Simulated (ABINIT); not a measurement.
# MgO (Fm-3m) in ABINIT: settings compared

The runs below take MgO through band structure, equation of state, with revPBE, RPBE+D3(BJ), rPW86PBE, revPBE+D4, PBE.

Program: ABINIT 10.8.3 (patched build). These are calculated values, not measurements. Logs are shortened: lines on timing, memory, paths and dates and some standing lists are left out, and cuts for length are marked. The log counts tension as positive stress, the text compression.

**Measured values to compare with.**

“Electronic structure of alkaline earth and post-transition metal oxides”, 2009, arxiv:0908.1581 quotes, for a bulk crystal of MgO: band gap 7.83 eV.

The results are compared with them further down.

## Step 1: Starting point

The structure is cubic, space group Fm-3m (No. 225). Conventional cell: a = 4.194 Å, b = 4.194 Å, c = 4.194 Å, α = 90.00°, β = 90.00°, γ = 90.00°. Mg (site symmetry m-3m) is surrounded by 6 O at 2.10 Å. O (site symmetry m-3m) is surrounded by 6 Mg at 2.10 Å.

The cell is a database's computed one.

## Step 2: Band structure, revPBE

Input file run.abi:

```
# Datasets: ground state, then fixed potential
ndtset 2

# Pseudopotentials
pp_dirpath "./"
pseudos "Mg.GGA_PBE-JTH.xml, O.GGA_PBE-JTH.xml"

# Structure
acell 3*1.0
rprim
     0.0000000000     3.9627583152     3.9627583152
     3.9627583152     0.0000000000     3.9627583152
     3.9627583152     3.9627583152     0.0000000000
ntypat 2
znucl 12 8
natom 2
typat 1 2
xred
     0.0000000000     0.0000000000     0.0000000000
     0.5000000000     0.5000000000     0.5000000000

# Plane-wave basis
ecut 625.861884 eV
pawecutdg 45.0

# Exchange and correlation
ixc 14

# Bands and occupations
occopt 3
tsmear 0.00183747

# SCF cycle
nstep 100

# Output
iomode 3
prtwf 0
prteig 0
prtebands 0
enunit 1
prtden1 1
prtvha1 1
prtvclmb1 1
prtpot1 1

# Dataset 1
kptopt1 1
ngkpt1 11 11 11
nshiftk1 1
shiftk1 0.0 0.0 0.0
nband1 12
tolvrs1 1.0e-9

# Dataset 2: bands along G-X-W-K-G-L-U-W-L-K
iscf2 -2
getden2 1
nband2 16
nbdbuf2 2
tolwfr2 1.0e-12
kptopt2 -9
ndivsm2 8
prteig2 1
prtvol2 -3
kptbounds2
     0.0000000000     0.0000000000     0.0000000000
     0.5000000000     0.0000000000     0.5000000000
     0.5000000000     0.2500000000     0.7500000000
     0.3750000000     0.3750000000     0.7500000000
     0.0000000000     0.0000000000     0.0000000000
     0.5000000000     0.5000000000     0.5000000000
     0.6250000000     0.2500000000     0.6250000000
     0.5000000000     0.2500000000     0.7500000000
     0.5000000000     0.5000000000     0.5000000000
     0.3750000000     0.3750000000     0.7500000000
```

Potentials or basis: JTH PAW PBE v2.0.

Command:

```
$ abinit run.abi > log 2>&1
```

run.abo:

```text
.Version 10.8.3 of ABINIT
 DATASET    1 : space group Fm -3 m (#225); Bravais cF (face-center cubic)
================================================================================
 Values of the parameters that define the memory need for DATASET  1.
     intxc =       0    ionmov =       0      iscf =      17    lmnmax =       8
     lnmax =       4     mgfft =      27  mpssoang =       2    mqgrid =    3001
     natom =       2  nloc_mem =       2    nspden =       1   nspinor =       1
    nsppol =       1      nsym =      48    n1xccc =       1    ntypat =       2
    occopt =       3   xclevel =       2
       mpw =         670          nfft =       19683          nkpt =          56
 PAW method is used; the additional fine FFT grid is defined by:
   mgfftf=        36    nfftf =     46656
================================================================================
================================================================================

 DATASET    2 : space group Fm -3 m (#225); Bravais cF (face-center cubic)
================================================================================
 Values of the parameters that define the memory need for DATASET  2.
     intxc =       0    ionmov =       0      iscf =      -2    lmnmax =       8
     lnmax =       4     mgfft =      27  mpssoang =       2    mqgrid =    3001
     natom =       2  nloc_mem =       2    nspden =       1   nspinor =       1
    nsppol =       1      nsym =      48    n1xccc =       1    ntypat =       2
    occopt =       3   xclevel =       2
       mpw =         670          nfft =       19683          nkpt =         139
 PAW method is used; the additional fine FFT grid is defined by:
   mgfftf=        36    nfftf =     46656
================================================================================
================================================================================

--------------------------------------------------------------------------------
------------- Echo of variables that govern the present computation ------------
--------------------------------------------------------------------------------
 -outvars: echo values of preprocessed input variables --------
            acell      1.0000000000E+00  1.0000000000E+00  1.0000000000E+00 Bohr
              amu      2.43050000E+01  1.59994000E+01
             ecut      2.30000000E+01 Hartree
           enunit           1
           getden1          0
           getden2          1
             iscf1         17
             iscf2         -2
              ixc          14
           jdtset        1    2
           kptopt1          1
           kptopt2         -9
[... 1156 lines left out ...]
    2        1.41465          4.61028969

================================================================================

 ----iterations are completed or convergence reached----

 Mean square residual over all n,k,spin=   37.445E-14; max=  99.940E-14
 reduced coordinates (array xred) for    2 atoms
       0.000000000000      0.000000000000      0.000000000000
       0.500000000000      0.500000000000      0.500000000000

 cartesian coordinates (angstrom) at end:
    1      0.00000000000000     0.00000000000000     0.00000000000000
    2      2.09700139129758     2.09700139129758     2.09700139129758
 length scales=  1.000000000000  1.000000000000  1.000000000000 bohr
              =  0.529177210544  0.529177210544  0.529177210544 angstroms
 Eigenvalues (   eV  ) for nkpt= 139  k points:
 kpt#   1, nband= 16, wtk=  1.00000, kpt=  0.0000  0.0000  0.0000 (reduced coord)
 -66.60585  -33.18716  -33.18716  -33.18716  -11.63801    5.73310    5.73310    5.73310
  10.67976   21.67620   21.67620   21.67620   25.59391   27.36979   27.36979   30.70202
 kpt#   2, nband= 16, wtk=  1.00000, kpt=  0.0217  0.0000  0.0217 (reduced coord)
 -66.60580  -33.18757  -33.18730  -33.18730  -11.63096    5.69293    5.72545    5.72545
  10.72507   21.55621   21.69420   21.69420   25.74602   27.24641   27.38445   30.72361
 kpt#   3, nband= 16, wtk=  1.00000, kpt=  0.0435  0.0000  0.0435 (reduced coord)
 -66.60562  -33.18878  -33.18771  -33.18771  -11.60991    5.57725    5.70276    5.70276
  10.85630   21.24101   21.74769   21.74769   26.15759   26.91653   27.42840   30.78941
 kpt#   4, nband= 16, wtk=  1.00000, kpt=  0.0652  0.0000  0.0652 (reduced coord)
 -66.60534  -33.19076  -33.18839  -33.18839  -11.57523    5.39828    5.66574    5.66574
  11.06137   20.81301   21.83521   21.83521   26.45461   26.74620   27.50156   30.89698
 kpt#   5, nband= 16, wtk=  1.00000, kpt=  0.0870  0.0000  0.0870 (reduced coord)
 -66.60497  -33.19346  -33.18933  -33.18933  -11.52754    5.17139    5.61547    5.61547
  11.32506   20.33378   21.95439   21.95439   25.91742   27.45025   27.60374   31.04948
 kpt#   6, nband= 16, wtk=  1.00000, kpt=  0.1087  0.0000  0.1087 (reduced coord)
 -66.60451  -33.19681  -33.19050  -33.19050  -11.46765    4.91174    5.55342    5.55342
[... 386 lines left out ...]
 -66.59476  -33.25676  -33.22841  -33.20522  -10.12739    2.00901    3.29389    4.73505
  15.90980   18.07928   18.92493   23.71324   25.00132   29.54103   32.98303   34.53930
 kpt# 136, nband= 16, wtk=  1.00000, kpt=  0.4018  0.4018  0.6964 (reduced coord)
 -66.59452  -33.25346  -33.23278  -33.20653  -10.10506    2.15245    3.10133    4.69057
  16.02752   18.06605   18.68278   23.87894   24.73304   29.85839   33.43906   34.34351
 kpt# 137, nband= 16, wtk=  1.00000, kpt=  0.3929  0.3929  0.7143 (reduced coord)
 -66.59432  -33.25064  -33.23635  -33.20777  -10.08674    2.26435    2.96578    4.64972
  16.06549   18.06151   18.50231   24.02391   24.53218   30.22744   33.62380   34.34124
 kpt# 138, nband= 16, wtk=  1.00000, kpt=  0.3839  0.3839  0.7321 (reduced coord)
 -66.59416  -33.24928  -33.23806  -33.20891  -10.07383    2.29835    2.93542    4.61363
  16.03947   17.99005   18.43673   24.14573   24.40277   30.63991   33.51876   34.47110
 kpt# 139, nband= 16, wtk=  1.00000, kpt=  0.3750  0.3750  0.7500 (reduced coord)
 -66.59407  -33.25019  -33.23702  -33.20991  -10.06770    2.24435    3.02155    4.58337
  15.97417   17.83004   18.48049   24.24392   24.34293   31.07694   33.33131   34.14513

== END DATASET(S) ==============================================================
================================================================================

 -outvars: echo values of variables after computation  --------
            acell      1.0000000000E+00  1.0000000000E+00  1.0000000000E+00 Bohr
           etotal1    -7.9786180396E+01
            fcart1    -0.0000000000E+00 -0.0000000000E+00 -0.0000000000E+00
                      -0.0000000000E+00 -0.0000000000E+00 -0.0000000000E+00
            rprim      0.0000000000E+00  3.9627583152E+00  3.9627583152E+00
                       3.9627583152E+00  0.0000000000E+00  3.9627583152E+00
                       3.9627583152E+00  3.9627583152E+00  0.0000000000E+00
           strten1    -3.5844416206E-04 -3.5844416206E-04 -3.5844416206E-04
                       0.0000000000E+00  0.0000000000E+00  0.0000000000E+00
           xangst      0.0000000000E+00  0.0000000000E+00  0.0000000000E+00
                       2.0970013913E+00  2.0970013913E+00  2.0970013913E+00
             xred      0.0000000000E+00  0.0000000000E+00  0.0000000000E+00
                       5.0000000000E-01  5.0000000000E-01  5.0000000000E-01
 Calculation completed.
```

Wall time 34 s (1 thread of Arm Neoverse V2, shared host); peak memory 0.12 GiB.

Results:

```yaml
Free_energy: -2171.0926 eV
Pressure: 10.5 GPa
Band_gap_on_the_k_mesh: 4.95 eV, direct
Band_gap_along_the_path: 4.95 eV, direct
Valence_electrons_inside_the_program's_atomic_spheres: Mg 8.30; O 4.61
```

Levels at the corners of the path, in eV from the valence-band top:
```
point  band 4  band 5  band 6  band 7  band 8  band 9  band 10  band 11  band 12  band 13
    Γ  -38.92  -17.37    0.00    0.00    0.00    4.95    15.94    15.94    15.94    19.86
    X  -38.95  -15.83   -4.07   -1.35   -1.35    9.20    10.29    13.35    19.39    19.39
    W  -38.95  -15.76   -2.95   -2.95   -1.78   11.82    11.82    12.52    15.85    22.30
    K  -38.94  -15.80   -3.49   -2.71   -1.15   10.24    12.10    12.75    18.51    18.61
    Γ  -38.92  -17.37    0.00    0.00    0.00    4.95    15.94    15.94    15.94    19.86
    L  -38.93  -16.04   -4.63   -0.67   -0.67    8.07    12.88    16.60    16.60    21.34
    U  -38.94  -15.80   -3.49   -2.71   -1.15   10.24    12.10    12.75    18.51    18.61
    W  -38.95  -15.76   -2.95   -2.95   -1.78   11.82    11.82    12.52    15.85    22.30
    L  -38.93  -16.04   -4.63   -0.67   -0.67    8.07    12.88    16.60    16.60    21.34
    K  -38.94  -15.80   -3.49   -2.71   -1.15   10.24    12.10    12.75    18.51    18.61
```

Caveat: the PAW data sets were made with another functional, which shifts forces and pressure a little.

## Step 3: Equation of state, RPBE+D3(BJ)

Input file run.py:

```python
import json, os
import numpy as np
from ase.eos import EquationOfState
from ase.units import GPa
from ase.calculators.mixing import SumCalculator
from dftd3.ase import DFTD3
from ase.calculators.abinit import Abinit, AbinitProfile
from ase import Atoms

atoms = Atoms(['Mg', 'O'],
              cell=[[0.0, 2.0970013927, 2.0970013927], [2.0970013927, 0.0, 2.0970013927], [2.0970013927, 2.0970013927, 0.0]],
              scaled_positions=[[0.0, 0.0, 0.0], [0.5, 0.5, 0.5]],
              pbc=True)

profile = AbinitProfile(command='abinit', pp_paths=[os.path.abspath('pseudos')])
params = dict(
    pps='pawxml', xc='PBE',
    ecut=625.8619,
    pawecutdg=1224.5124,
    kptopt=1,
    ngkpt=[11, 11, 11],
    nshiftk=1,
    shiftk=[0.0, 0.0, 0.0],
    ixc=15,
    nband=12,
    occopt=3,
    tsmear=0.05,
    nstep=100,
    tolvrs=1e-09,
    prtwf=0,
    prtden=0,
)

cell0 = atoms.cell.copy()
volumes, energies = [], []
for i, x in enumerate([0.94, 0.96, 0.98, 1.0, 1.02, 1.04, 1.06]):
    atoms.set_cell(cell0 * x ** (1 / 3), scale_atoms=True)
    atoms.calc = SumCalculator([Abinit(profile=profile, directory=f'v{i}', **params), DFTD3(method='rpbe', damping='d3bj')])
    volumes.append(atoms.get_volume() / len(atoms))
    dft, disp = atoms.calc.mixer.calcs
    energies.append((dft.get_property('free_energy', atoms) + disp.get_property('energy', atoms)) / len(atoms))
    print(f'{x:5.2f} {volumes[-1]:10.5f} A^3/atom {energies[-1]:14.6f} eV/atom', flush=True)
    json.dump(dict(volumes=volumes, energies=energies), open('results.json', 'w'))
v0, e0, b0 = EquationOfState(volumes, energies, eos='murnaghan').fit()
print(f'V0 {v0:.4f} A^3/atom  E0 {e0:.6f} eV/atom  B0 {b0 / GPa:.2f} GPa')
```

Potentials or basis: JTH PAW PBE v2.0.

Command:

```
$ python run.py
```

Run time: 1.7 min. Hardware: 1 thread of Arm Neoverse V2, shared host; peak memory 0.11 GiB.

It converged, with:

```yaml
Equilibrium_volume: "8.46 Å³/atom (rough: see the caveat)"
Bulk_modulus: 203 GPa (rough)
```

Energy against volume, from the lowest point:
```tsv
volume (Å³/atom)	energy (meV/atom)
8.668	0.00
8.853	7.71
9.037	19.52
9.221	34.86
9.406	53.60
9.590	75.21
9.775	99.47
```

Caveat: pressures at fixed basis lie under the slope of the energies; the minimum lies outside the volumes run; the log and the count of SCF iterations are those of the last ABINIT call alone; the PAW data sets were made with another functional, which shifts forces and pressure a little.

## Step 4: Band structure, rPW86PBE

run.abi: that of step 2 with these lines changed.

```diff
@@ -8,7 +8,7 @@
 # Structure
-acell 3*1.0
+acell 5.6041865537 5.6041865537 5.6041865537
 rprim
-     0.0000000000     3.9627583152     3.9627583152
-     3.9627583152     0.0000000000     3.9627583152
-     3.9627583152     3.9627583152     0.0000000000
+     0.0000000000     0.7071067812     0.7071067812
+     0.7071067812     0.0000000000     0.7071067812
+     0.7071067812     0.7071067812     0.0000000000
 ntypat 2
@@ -22,3 +22,3 @@
 # Plane-wave basis
-ecut 625.861884 eV
+ecut 23.0
 pawecutdg 45.0
@@ -26,3 +26,3 @@
 # Exchange and correlation
-ixc 14
+ixc -144130
 
@@ -42,5 +42,2 @@
 prtden1 1
-prtvha1 1
-prtvclmb1 1
-prtpot1 1
 
@@ -61,5 +58,4 @@
 kptopt2 -9
-ndivsm2 8
+ndivsm2 6
 prteig2 1
-prtvol2 -3
 kptbounds2
```

Command:

```
$ abinit run.abi > log 2>&1
```

Wall time 34 s (1 thread of Arm Neoverse V2, shared host); peak memory 0.11 GiB.

It converged, with:

| Item | Value |
| --- | --- |
| Free energy | -2178.5012 eV |
| Pressure | 10.1 GPa |
| Band gap on the k mesh | 4.96 eV, direct |
| Band gap along the path | 4.96 eV, direct |
| Valence electrons inside the program's atomic spheres | Mg 8.30; O 4.62 |

Levels at the corners of the path, in eV from the valence-band top:
| point | band 4 | band 5 | band 6 | band 7 | band 8 | band 9 | band 10 | band 11 | band 12 | band 13 |
| --- | --- | --- | --- | --- | --- | --- | --- | --- | --- | --- |
| Γ | -39.21 | -17.27 | 0.00 | 0.00 | 0.00 | 4.96 | 16.02 | 16.02 | 16.02 | 20.18 |
| X | -39.24 | -15.73 | -4.03 | -1.34 | -1.34 | 9.38 | 10.11 | 13.36 | 19.26 | 19.26 |
| W | -39.24 | -15.66 | -2.92 | -2.92 | -1.77 | 11.91 | 11.91 | 12.31 | 15.77 | 22.25 |
| K | -39.23 | -15.69 | -3.45 | -2.70 | -1.14 | 10.34 | 11.93 | 12.79 | 18.38 | 18.56 |
| Γ | -39.21 | -17.27 | 0.00 | 0.00 | 0.00 | 4.96 | 16.02 | 16.02 | 16.02 | 20.18 |
| L | -39.22 | -15.94 | -4.61 | -0.65 | -0.65 | 8.15 | 12.84 | 16.52 | 16.52 | 21.24 |
| U | -39.23 | -15.69 | -3.45 | -2.70 | -1.14 | 10.34 | 11.93 | 12.79 | 18.38 | 18.56 |
| W | -39.24 | -15.66 | -2.92 | -2.92 | -1.77 | 11.91 | 11.91 | 12.31 | 15.77 | 22.25 |
| L | -39.22 | -15.94 | -4.61 | -0.65 | -0.65 | 8.15 | 12.84 | 16.52 | 16.52 | 21.24 |
| K | -39.23 | -15.69 | -3.45 | -2.70 | -1.14 | 10.34 | 11.93 | 12.79 | 18.38 | 18.56 |

Caveat: the PAW data sets were made with another functional, which shifts forces and pressure a little.

## Step 5: Equation of state, revPBE+D4

run.py: that of step 3 with these lines changed.

```diff
@@ -5,3 +5,3 @@
 from ase.calculators.mixing import SumCalculator
-from dftd3.ase import DFTD3
+from dftd4.ase import DFTD4
 from ase.calculators.abinit import Abinit, AbinitProfile
@@ -23,3 +23,3 @@
     shiftk=[0.0, 0.0, 0.0],
-    ixc=15,
+    ixc=14,
     nband=12,
@@ -37,3 +37,3 @@
     atoms.set_cell(cell0 * x ** (1 / 3), scale_atoms=True)
-    atoms.calc = SumCalculator([Abinit(profile=profile, directory=f'v{i}', **params), DFTD3(method='rpbe', damping='d3bj')])
+    atoms.calc = SumCalculator([Abinit(profile=profile, directory=f'v{i}', **params), DFTD4(method='revpbe')])
     volumes.append(atoms.get_volume() / len(atoms))
```

Command:

```
$ python run.py
```

Run time: 1.9 min. Hardware: 1 thread of Arm Neoverse V2, shared host; peak memory 0.11 GiB.

Results (log left out):

* Equilibrium volume: 9.42 Å³/atom
* Bulk modulus: 150 GPa
* Pressure derivative of the bulk modulus: 4.7 (rough: it moves with the points fitted)

Energy against volume, from the lowest point:
| volume (Å³/atom) | energy (meV/atom) |
| --- | --- |
| 8.668 | 33.45 |
| 8.853 | 18.18 |
| 9.037 | 8.19 |
| 9.221 | 2.16 |
| 9.406 | 0.00 |
| 9.590 | 1.23 |
| 9.775 | 5.73 |

Caveat: pressures at fixed basis lie under the slope of the energies; the log and the count of SCF iterations are those of the last ABINIT call alone; the PAW data sets were made with another functional, which shifts forces and pressure a little.

## Step 6: Equation of state, PBE

Input file run.abi:

```
# Datasets: one volume each
ndtset 7
getwfk -1
scalecart1 3*0.9795861087
scalecart2 3*0.9864848297
scalecart3 3*0.9932883884
scalecart4 3*1.0000000000
scalecart5 3*1.0066227096
scalecart6 3*1.0131594038
scalecart7 3*1.0196128224

# Pseudopotentials
pp_dirpath "./"
pseudos "Mg.GGA_PBE-JTH.xml, O.GGA_PBE-JTH.xml"

# Structure
acell 5.6041865537 5.6041865537 5.6041865537
rprim
     0.0000000000     0.7071067812     0.7071067812
     0.7071067812     0.0000000000     0.7071067812
     0.7071067812     0.7071067812     0.0000000000
ntypat 2
znucl 12 8
natom 2
typat 1 2
xred
     0.0000000000     0.0000000000     0.0000000000
     0.5000000000     0.5000000000     0.5000000000

# Plane-wave basis
ecut 18.0
pawecutdg 36.0

# k points
kptopt 1
ngkpt 11 11 11
nshiftk 1
shiftk 0.0 0.0 0.0

# Exchange and correlation
ixc 11

# Bands and occupations
nband 12
occopt 3
tsmear 0.00183747

# SCF cycle
nstep 100
tolvrs 1.0e-9

# Output
iomode 3
prtwf 1
prtden 0
prteig 0
prtebands 0
```

Potentials or basis: JTH PAW PBE v2.0.

Command:

```
$ abinit run.abi > log 2>&1
```

Wall time 59 s (1 thread of Arm Neoverse V2, shared host); peak memory 0.12 GiB.

The run converged. Its results:

| Quantity | Value |
| --- | --- |
| Equilibrium volume | 9.65 Å³/atom |
| Bulk modulus | 148 GPa |
| Pressure derivative of the bulk modulus | 4.1 (rough: it moves with the points fitted) |

Energy against volume, from the lowest point:
```
volume (Å³/atom)  energy (meV/atom)
           8.668              54.59
           8.853              34.48
           9.037              19.65
           9.221               9.31
           9.406               2.52
           9.590               0.00
           9.775               0.61
```

Caveat: the cutoff is too short for stress, so the log's stress isn't used; pressures at fixed basis lie under the slope of the energies.

## Step 7: The runs side by side

```csv
task,level,cutoff (eV),fine-grid cutoff,dispersion computed by,gap on the mesh (eV),pressure (GPa),V0 of scaled cells (Å³/atom),B0 (GPa)
band structure,revPBE,626,1224.51 eV,-,4.95,10.5,-,-
equation of state,RPBE+D3(BJ),626,1224.51 eV,simple-dftd3 1.7.0,-,-,-,-
band structure,rPW86PBE,626,1224.51 eV,-,4.96,10.1,-,-
equation of state,revPBE+D4,626,1224.51 eV,dftd4 4.3.1,-,-,9.42,150
equation of state,PBE,490,979.61 eV,-,-,-,9.65,148
```

Alike in all rows: potentials or basis JTH PAW PBE v2.0; no spin polarisation; cell as given; k mesh 11 × 11 × 11; smearing fermi-dirac 0.05 eV.

Caveats: the PAW data sets were made with another functional, which shifts forces and pressure a little (some runs); pressures at fixed basis lie under the slope of the energies (some runs); the minimum lies outside the volumes run (some runs).

Absolute energies hang on the potentials; compare differences alone.

## Step 8: Comparison with measurements

Step 2. Measured gap of MgO: 7.83 eV (quoted in “Electronic structure of alkaline earth and post-transition metal oxides”, 2009, arxiv:0908.1581). This calculation gives 4.95 eV (-2.88 eV). The value is that of revPBE, without temperature or zero-point motion. Semilocal functionals fall short of measured gaps as a rule. The cell is a database's relaxed one, not the measured one, which moves gaps too.

Step 4. Measured gap of MgO: 7.83 eV (quoted in “Electronic structure of alkaline earth and post-transition metal oxides”, 2009, arxiv:0908.1581). This calculation gives 4.96 eV (-2.87 eV). The value is that of rPW86PBE, without temperature or zero-point motion. The cell is a database's relaxed one, not the measured one, which moves gaps too.
